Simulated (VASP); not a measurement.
# ZnS (F-43m) in VASP: settings compared, part 2 of 2

VASP 6.6.1. Earlier steps stand in the parts before.

### Step 4. Relaxation of the atoms, r2SCAN (a relaxed cell with its volume scaled by 1.06)

INCAR

```
  ALGO = Normal
  EDIFF = 1E-7
  EDIFFG = -0.01
  ENCUT = 600
  IBRION = 2
  ISIF = 2
  ISMEAR = 0
  LASPH = True
  LCHARG = False
  LMIXTAU = True
  LREAL = False
  LWAVE = False
  METAGGA = R2SCAN
  NELM = 80
  NSW = 40
  PREC = Accurate
  SIGMA = 0.03
```

KPOINTS

```
k-points
0
Gamma
  10 10 10
```

POSCAR

```
ZnS                                     
1.0
    0.0000000000      2.7468572880      2.7468572880
    2.7468572880      0.0000000000      2.7468572880
    2.7468572880      2.7468572880      0.0000000000
  Zn              S             
     1     1
Direct
     0.2500000000000000    0.2500000000000000    0.2500000000000000
     0.0000000000000000    0.0000000000000000    0.0000000000000000
```

On the command line:

```
cat potpaw_PBE.64/Zn/POTCAR potpaw_PBE.64/S/POTCAR > POTCAR
mpirun -np 1 vasp_std > vasp.out
```

Run time: 94 s. Hardware: 1 thread of Intel Xeon Platinum 8259CL at 2.50GHz (Skylake/Cascade Lake), shared host; peak memory 0.2 GiB.

It converged, with:

```
Free energy             : -18.8374 eV
Pressure after relaxing : -4.0 GPa
Band gap on the k mesh  : 2.45 eV, direct
```

Final structure:
```xyz
2
Lattice="0.0000 2.7469 2.7469 2.7469 0.0000 2.7469 2.7469 2.7469 0.0000" Properties=species:S:1:pos:R:3 pbc="T T T"
Zn    1.3734    1.3734    1.3734
S     0.0000    0.0000    0.0000
```

Levels at points of the mesh, in eV from the valence-band top:
| k point | band 7 | band 8 | band 9 | band 10 | band 11 | band 12 |
| --- | --- | --- | --- | --- | --- | --- |
| (0.00, 0.00, 0.00) | 0.00 | 0.00 | 0.00 | 2.45 | 6.93 | 6.93 |
| (0.50, 0.00, 0.00) | -5.06 | -0.82 | -0.82 | 3.71 | 7.42 | 7.42 |
| (0.50, 0.50, 0.00) | -4.42 | -2.10 | -2.10 | 3.83 | 4.48 | 11.39 |

Caveat: the relaxation stopped at its first step, so nothing moved; the PAW data sets were made with another functional, which shifts forces and pressure a little.

### Step 5. Single point, PBEsol

INCAR

```
ALGO = Fast
EDIFF = 1E-7
ENCUT = 520
GGA = PS
ISIF = 2
ISMEAR = 0
KPAR = 4
LASPH = True
LCHARG = False
LREAL = False
LWAVE = False
NBANDS = 16
NELM = 80
PREC = Accurate
SIGMA = 0.03
```

KPOINTS

```
k-points
0
Gamma
  6 6 6
```

POSCAR

```
ZnS
1.0
    0.0000000000      2.7020000000      2.7020000000
    2.7020000000      0.0000000000      2.7020000000
    2.7020000000      2.7020000000      0.0000000000
Zn S
1 1
Direct
    0.2500000000      0.2500000000      0.2500000000
    0.0000000000      0.0000000000      0.0000000000
```

On the command line:

```
cat potpaw_PBE.64/Zn/POTCAR potpaw_PBE.64/S/POTCAR > POTCAR
mpirun -np 4 vasp_std > vasp.out
```

Wall time 3.1 s (4 MPI ranks of Intel Xeon 6975P-C (Granite Rapids), shared host); peak memory 0.14 GiB.

It converged, with:

- Free energy: -7.5803 eV
- Pressure: -1.8 GPa
- Band gap on the k mesh: 1.98 eV, direct

Levels at points of the mesh, in eV from the valence-band top:
| k point | band 7 | band 8 | band 9 | band 10 | band 11 | band 12 |
| --- | --- | --- | --- | --- | --- | --- |
| (0.00, 0.00, 0.00) | 0.00 | 0.00 | 0.00 | 1.98 | 6.31 | 6.31 |
| (0.50, 0.00, 0.00) | -5.36 | -0.88 | -0.88 | 3.19 | 6.83 | 6.83 |
| (0.50, 0.50, 0.00) | -4.61 | -2.25 | -2.25 | 3.24 | 3.97 | 10.83 |

Caveat: the PAW data sets were made with another functional, which shifts forces and pressure a little.

### Step 6. Relaxation of cell and atoms, PBEsol

INCAR

```
PREC = Accurate
ENCUT = 600
EDIFF = 1E-6
ISMEAR = 0
SIGMA = 0.03
LREAL = F
LASPH = T
NELM = 80
ALGO = Normal
ISIF = 3
LWAVE = F
LCHARG = F
GGA = PS
IBRION = 2
NSW = 90
EDIFFG = -0.01
```

KPOINTS

```
Automatic mesh
0
Gamma
  10 10 10
```

POSCAR is that of step 5.

Potentials or basis: VASP PAW PBE potentials, release 64 (Zn, S).

On the command line:

```
cat potpaw_PBE.64/Zn/POTCAR potpaw_PBE.64/S/POTCAR > POTCAR
mpirun -np 1 vasp_std > vasp.out
```

OUTCAR:

```text
PREC = Accurate
   ENCUT = 600
   EDIFF = 1E-6
   ISMEAR = 0
   LREAL = F
   LASPH = T
   NELM = 80
   ISIF = 3
   GGA = PS
   IBRION = 2
   NSW = 90
   EDIFFG = -0.01

 ion  position               nearest neighbor table
   1  0.250  0.250  0.250-   2 2.34   2 2.34   2 2.34   2 2.34
   2  0.000  0.000  0.000-   1 2.34   1 2.34   1 2.34   1 2.34

  LATTYP: Found a face centered cubic cell.
 ALAT       =     5.4040000000

  Lattice vectors:

 A1 = (   0.0000000000,   2.7020000000,   2.7020000000)
 A2 = (   2.7020000000,   0.0000000000,   2.7020000000)
 A3 = (   2.7020000000,   2.7020000000,   0.0000000000)

Analysis of symmetry for initial positions (statically):
=====================================================================
 Subroutine PRICEL returns:
 Original cell was already a primitive cell.

 Routine SETGRP: Setting up the symmetry group for a
 face centered cubic supercell.

 Subroutine GETGRP returns: Found 24 space group operations
 (whereof 24 operations were pure point group operations)
 out of a pool of 48 trial point group operations.

The static configuration has the point symmetry T_d .

Analysis of symmetry for dynamics (positions and initial velocities):
=====================================================================
 Subroutine PRICEL returns:
 Original cell was already a primitive cell.

 Routine SETGRP: Setting up the symmetry group for a
 face centered cubic supercell.

 Subroutine GETGRP returns: Found 24 space group operations
 (whereof 24 operations were pure point group operations)
 out of a pool of 48 trial point group operations.

The dynamic configuration has the point symmetry T_d .

 Subroutine INISYM returns: Found 24 space group operations
 (whereof 24 operations are pure point group operations),
 and found     1 'primitive' translations

----------------------------------------------------------------------------------------

                                     Primitive cell

  volume of cell :      39.4535

  direct lattice vectors                    reciprocal lattice vectors
     0.000000000  2.702000000  2.702000000    -0.185048113  0.185048113  0.185048113
     2.702000000  0.000000000  2.702000000     0.185048113 -0.185048113  0.185048113
     2.702000000  2.702000000  0.000000000     0.185048113  0.185048113 -0.185048113

  length of vectors
     3.821205046  3.821205046  3.821205046     0.320512733  0.320512733  0.320512733

  position of ions in fractional coordinates (direct lattice)
     0.250000000  0.250000000  0.250000000
     0.000000000  0.000000000  0.000000000

  ion indices of the primitive-cell ions
   primitive index   ion index
                 1           1
                 2           2

----------------------------------------------------------------------------------------

 KPOINTS: Automatic mesh

Automatic generation of k-mesh.
 Grid dimensions read from file:
 generate k-points for:   10   10   10

 Generating k-lattice:

[... 47 lines left out ...]
   dimension x,y,z NGXF=    64 NGYF=   64 NGZF=   64
   ions per type =               1   1
   NGX,Y,Z   is equivalent  to a cutoff of  13.92, 13.92, 13.92 a.u.
   NGXF,Y,Z  is equivalent  to a cutoff of  27.84, 27.84, 27.84 a.u.
 SYSTEM =  unknown system
   PREC   = accura    normal or accurate (medium, high low for compatibility)
   ISTART =      0    job   : 0-new  1-cont  2-samecut
   ICHARG =      2    charge: 1-file 2-atom 10-const
   ISPIN  =      1    spin polarized calculation?
   LNONCOLLINEAR =      F non collinear calculations
   LSORBIT =      F    spin-orbit coupling
   LASPH  =      T    aspherical Exc in radial PAW
   ENCUT  =  600.0 eV  44.10 Ry    6.64 a.u.   7.63  7.63  7.63*2*pi/ulx,y,z
   NELM   =     80;   NELMIN=  2; NELMDL= -5     # of ELM steps
   EDIFF  = 0.1E-05   stopping-criterion for ELM
   LREAL  =      F    real-space projection
   EDIFFG = -.1E-01   stopping-criterion for IOM
   NSW    =     90    number of steps for IOM
   IBRION =      2    ionic relax: 0-MD 1-quasi-New 2-CG
   NFREE  =      1    steps in history (QN), initial steepest desc. (CG)
   ISIF   =      3    stress and relaxation
   ISYM   =      2    0-nonsym 1-usesym 2-fastsym
   POTIM  = 0.5000    time-step for ionic-motion
   TEBEG  =    0.0;   TEEND  =   0.0 temperature during run
   PSTRESS=    0.0 pullay stress
   NELECT =      18.0000    total number of electrons
   NUPDOWN=      -1.0000    fix difference up-down
   EMIN   =  10.00;   EMAX   =-10.00  energy-range for DOS
   EFERMI =   0.00;   METHOD = LEGACY
   ISMEAR =     0;   SIGMA  =   0.03  broadening in eV -4-tet -1-fermi 0-gaus
   EFERMI_NEDOS =   21; number of points for ismear=-14 and -15
   IALGO  =     38    algorithm
   IMIX   =      4    mixing-type and parameters
     AMIX     =   0.40;   BMIX     =  1.00
     AMIX_MAG =   1.60;   BMIX_MAG =  1.00
  volume/ion in A,a.u.               =      19.73       133.12
  Fermi-wavevector in a.u.,A,eV,Ry     =   1.260290  2.381602 21.610537  1.588330
  Thomas-Fermi vector in A             =   2.393807
   LORBIT       =      0    0 simple, 1 ext, 2 COOP (PROOUT), +10 PAW based schemes
   GGA     = PS    functional components
   LHFCALC =     F    Hartree Fock is set to
   AEXX    =    0.0000 exact exchange contribution
   IVDW    =     0    specifies the selected vdW correction
   LEPSILON=     F    determine dielectric tensor
   LRPA    =     F    only Hartree local field effects (RPA)
 conjugate gradient relaxation of ions
 non-spin polarized calculation
 Gauss-broadening in eV      SIGMA  =   0.03
  energy-cutoff  :      600.00
  volume of cell :       39.45
 maximum number of plane-waves:      1363
   NGX = 15   NGY = 15   NGZ = 15

--------------------------------------- Ionic step        1  -------------------------------------------

 number of electron      17.9999998 magnetization

 Free energy of the ion-electron system (eV)
  ---------------------------------------------------
  ext. energy  EPLUGINS =         0.00000000
  ---------------------------------------------------
  free energy    TOTEN  =        -7.58393353 eV

  energy without entropy =       -7.58393353  energy(sigma->0) =       -7.58393353

------------------------ aborting loop because EDIFF is reached ----------------------------------------

  FORCE on cell =-STRESS in cart. coord.  units (eV):
  Direction    XX          YY          ZZ          XY          YZ          ZX
  --------------------------------------------------------------------------------------
  -------------------------------------------------------------------------------------
  Total       -0.4264507     -0.4264507     -0.4264507      0.0000000      0.0000000      0.0000000
  in kB      -17.3178277    -17.3178277    -17.3178277      0.0000000      0.0000000      0.0000000
  external PRESSURE =     -17.3178277 kB  Pullay stress =       0.0000000 kB
[... 59 lines left out ...]
--------------------------------------- Ionic step        3  -------------------------------------------

 number of electron      17.9999989 magnetization

 Free energy of the ion-electron system (eV)
  ---------------------------------------------------
  ext. energy  EPLUGINS =         0.00000000
  ---------------------------------------------------
  free energy    TOTEN  =        -7.58928851 eV

  energy without entropy =       -7.58928851  energy(sigma->0) =       -7.58928851

 E-fermi :   2.4429     XC(G=0):  -9.9635

 val. band max:        2.2414848416   @ k =   0.0000   0.0000   0.0000
 cond. band min:       4.3244000260   @ k =   0.0000   0.0000   0.0000
 fundamental gap:      2.0829151844
 Fermi energy:         2.4428758885

 k-point     1 :       0.0000    0.0000    0.0000
  band No.  band energies     occupation
      1     -11.0858      2.00000
      2      -4.2312      2.00000
      3      -4.2312      2.00000
      4      -4.2312      2.00000
      5      -3.7030      2.00000
      6      -3.7030      2.00000
      7       2.2415      2.00000
      8       2.2415      2.00000
      9       2.2415      2.00000
     10       4.3244      0.00000
     11       8.5318      0.00000
     12       8.5318      0.00000
     13       8.5318      0.00000
[... 354 lines left out ...]
  band No.  band energies     occupation
      1     -10.0631      2.00000
      2      -4.2754      2.00000
      3      -3.9722      2.00000
      4      -3.9642      2.00000
      5      -3.6827      2.00000
      6      -3.6417      2.00000
      7      -1.6141      2.00000
      8       0.1474      2.00000
      9       0.3705      2.00000
     10       6.1192      0.00000
     11       6.8705      0.00000
     12      10.9830      0.00000
     13      11.9666      0.00000

 [... further k-points ...]
[... 5 lines left out ...]
  --------------------------------------------------------------------------------------
  -------------------------------------------------------------------------------------
  Total       -0.0075649     -0.0075649     -0.0075649     -0.0000000     -0.0000000     -0.0000000
  in kB       -0.3147171     -0.3147171     -0.3147171     -0.0000000     -0.0000000     -0.0000000
  external PRESSURE =      -0.3147171 kB  Pullay stress =       0.0000000 kB
[... 17 lines left out ...]
  FREE ENERGIE OF THE ION-ELECTRON SYSTEM (eV)
  ---------------------------------------------------
  free  energy   TOTEN  =        -7.5892885087 eV

  energy  without entropy=       -7.5892885087  energy(sigma->0) =       -7.58928851

 reached required accuracy - stopping structural energy minimisation
```

OSZICAR:

```text
N       E                     dE             d eps       ncg     rms          rms(c)
DAV:   1     0.868472457021E+02    0.86847E+02   -0.95833E+03  1222   0.180E+03
DAV:   2    -0.163525067042E+01   -0.88482E+02   -0.84502E+02  1325   0.303E+02
DAV:   3    -0.790420222664E+01   -0.62690E+01   -0.62257E+01  1502   0.741E+01
[... 23 lines left out ...]
DAV:   3    -0.758955007984E+01    0.91589E-03   -0.10739E-03  1272   0.332E-01    0.120E-01
DAV:   4    -0.758932548600E+01    0.22459E-03   -0.11782E-04  1445   0.183E-01    0.548E-02
DAV:   5    -0.758928840463E+01    0.37081E-04   -0.33609E-05  1862   0.125E-01    0.107E-02
DAV:   6    -0.758928817844E+01    0.22619E-06   -0.10772E-05  1252   0.428E-02    0.523E-03
DAV:   7    -0.758928850873E+01   -0.33029E-06   -0.47107E-07   626   0.155E-02
   3 F= -.75892885E+01 E0= -.75892885E+01  d E =-.535498E-02
```

Run time: 38 s. Hardware: 1 thread of Intel Xeon Platinum 8259CL at 2.50GHz (Skylake/Cascade Lake), shared host; peak memory 0.2 GiB.

Results:

```
Free energy                            : -7.5893 eV
Relaxed volume                         : 19.26 Å³/atom
Relaxed cell                           : a = 3.791 Å, b = 3.791 Å, c = 3.791 Å, α = 60.00°, β = 60.00°, γ = 60.00°
Space group after relaxing (to 0.05 Å) : F-43m (No. 216)
Energy gained by relaxing              : 2.7 meV/atom
Ionic steps                            : 3
Pressure after relaxing                : 0.0 GPa
Band gap on the k mesh                 : 2.08 eV, direct
```

The path:
```tsv
step	energy change (eV)	largest force (eV/Å)	pressure (GPa)	volume (Å³)
1	0.0000	0.0000	-1.73	39.45
2	-0.0049	0.0000	0.60	38.25
3	-0.0054	0.0000	-0.03	38.51
```

Final structure:
```cif
data_structure
_symmetry_space_group_name_H-M 'P 1'
_symmetry_Int_Tables_number 1
_cell_length_a 3.7906
_cell_length_b 3.7906
_cell_length_c 3.7906
_cell_angle_alpha 60.000
_cell_angle_beta 60.000
_cell_angle_gamma 60.000
_cell_volume 38.51
loop_
_atom_site_label
_atom_site_type_symbol
_atom_site_fract_x
_atom_site_fract_y
_atom_site_fract_z
_atom_site_occupancy
Zn1 Zn 0.25000 0.25000 0.25000 1
S1 S 0.00000 0.00000 0.00000 1
```

Caveat: the PAW data sets were made with another functional, which shifts forces and pressure a little.

### Step 7. Summary

```tsv
task	level	cell	k mesh	cutoff (eV)	gap on the mesh (eV)	pressure (GPa)
relaxation of the atoms	r2SCAN	atoms relaxed from: a relaxed cell with its volume scaled by 1.02	10 × 10 × 10	600	2.62	-1.4
relaxation of the atoms	r2SCAN	atoms relaxed from: a relaxed cell with its volume scaled by 1.04	10 × 10 × 10	600	2.53	-2.8
relaxation of the atoms	r2SCAN	atoms relaxed from: a relaxed cell with its volume scaled by 1.06	10 × 10 × 10	600	2.45	-4.0
single point	PBEsol	as given	6 × 6 × 6	520	1.98	-1.8
relaxation of cell and atoms	PBEsol	relaxed	10 × 10 × 10	600	2.08	0.0
```

Alike in all rows: potentials or basis VASP PAW PBE potentials, release 64 (Zn, S); no spin polarisation; smearing gaussian 0.03 eV.

Caveats: the PAW data sets were made with another functional, which shifts forces and pressure a little; the relaxation stopped at its first step, so nothing moved (some runs).

Total energies depend on the potentials used, so only differences within one code and one set of settings carry meaning.

### Step 8. How close it comes

Step 5. Measured gap of ZnS: 3.85 eV (direct; 19 K; quoted in “Electronic, vibrational, and thermodynamic properties of ZnS (zincblende and rocksalt structure)”, 2009, arxiv:0911.5022). This calculation gives 1.98 eV (-1.87 eV). The value is that of PBEsol, without temperature or zero-point motion. Semilocal functionals fall short of measured gaps as a rule.
